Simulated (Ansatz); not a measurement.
**SnO2: biaxial strain in the a-b plane**

One table from this session's results is given with a row withheld; the runs are named, their logs left out.

Computed with Ansatz 0.2.0 (DFT r2SCAN, scalar-relativistic, plane waves, PAW, unless a step's input says otherwise).

2 further runs of the same task are left out: 2 set aside as unsound or not needed.

## The system as given

Symmetry: P4_2/mnm, No. 136, tetragonal system. Conventional cell: a = 4.759 Å, b = 4.759 Å, c = 3.201 Å, α = 90.00°, β = 90.00°, γ = 90.00°. Around Sn (site symmetry mmm) lie 6 O at 2.06 to 2.07 Å. O (site symmetry m2m) has 3 Sn at 2.06 to 2.07 Å as nearest neighbours.

Coordinates:

```
Sn O
1.0
     4.75920    0.00000    0.00000
     0.00000    4.75920    0.00000
     0.00000    0.00000    3.20127
Sn O
2 4
Direct
  0.50000 0.50000 0.50000
  0.00000 0.00000 0.00000
  0.19406 0.80594 0.50000
  0.80594 0.19406 0.50000
  0.30594 0.30594 0.00000
  0.69406 0.69406 0.00000
```

It goes back to an entry of the Materials Project.

This cell was relaxed beforehand with the same method: volume 12.08 Å³/atom, gap on the mesh 1.77 eV.

The unstrained cell comes from an earlier run at this level (6 atoms, E(σ→0) -14352.4279 eV, gap 1.77 eV over the zone).

The first run:

input.yaml

```yaml
crystal:
  lattice:
    - [4.6878125568, 0.0, 0.0]
    - [0.0, 4.6878125568, 0.0]
    - [0.0, 0.0, 3.2300813934]
  atoms:
    - { symbol: Sn, position: [0.5, 0.5, 0.5] }
    - { symbol: Sn, position: [0.0, 0.0, 0.0] }
    - { symbol: O, position: [0.1940616415, 0.8059383585, 0.5] }
    - { symbol: O, position: [0.8059383585, 0.1940616415, 0.5] }
    - { symbol: O, position: [0.3059383585, 0.3059383585, 0.0] }
    - { symbol: O, position: [0.6940616415, 0.6940616415, 0.0] }
basis:
  ecutwfc: 500
kpoints:
  mp_grid: { grid: [6, 6, 8] }
hamiltonian:
  xc: r2scan
scf:
  occupations: { method: gaussian, width: 0.02 }
output:
  forces: true
  stress: true
  eigenvalues: true
relax:
  adjacent_minimum: "off"
  f_tol: 0.008
  max_steps: 40
  cell: { stress_tol: 0.015, fix: [a, b, gamma] }
```

Run with:

```console
ansatz run input.yaml --threads 1 --pin off --max-ram 2560MiB --backend cpu --events-out ev --progress --plain --runs-dir out
```

Among the steps run: At -1.5 %; The gap over the whole zone at -1.5 %; At +1.5 %; Seeking the band edges at +1.5 %; Strain -3.0 %; Band edges over the zone at -3.0 %; The cell strained by +3.0 %; Band edges over the zone at +3.0 %; The cell strained by -4.5 %; Seeking the band edges at -4.5 %; Strain +4.5 %; The gap over the whole zone at +4.5 %.

One table of the session follows, with a row left open; its other results are not shown here.

Lengths are those of the vectors of the cell that was run; stresses in GPa:

```
strain (%)  ΔE (meV/atom)  a (Å)  b (Å)  c (Å)
      -4.5           53.9  4.545  4.545  3.320
      -3.0              ?      ?      ?      ?
      -1.5            5.8  4.688  4.688  3.237
      +0.0            0.0  4.759  4.759  3.201
      +1.5            5.2  4.831  4.831  3.170
      +3.0           20.2  4.902  4.902  3.142
      +4.5           43.7  4.973  4.973  3.118
```

**Question.** Estimate the row for strain (%) = -3.0.

Worked estimate for «ΔE (meV/atom)». A straight line through the neighbours (-4.5, 53.9) and (-1.5, 5.8) gives 53.9 + (5.8 − 53.9) × (-3.0 + 4.5) / (-1.5 + 4.5) = 29.8; a parabola fitted to 3 rows on both sides gives 23.8.

The run gave: ΔE (meV/atom): 23.5; a (Å): 4.616; b (Å): 4.616; c (Å): 3.276. In «ΔE (meV/atom)» the line misses by +6.3 and the parabola by +0.3.

ΔE is over the unstrained cell. Stress in GPa, positive in compression, on the Cartesian axes of the input.
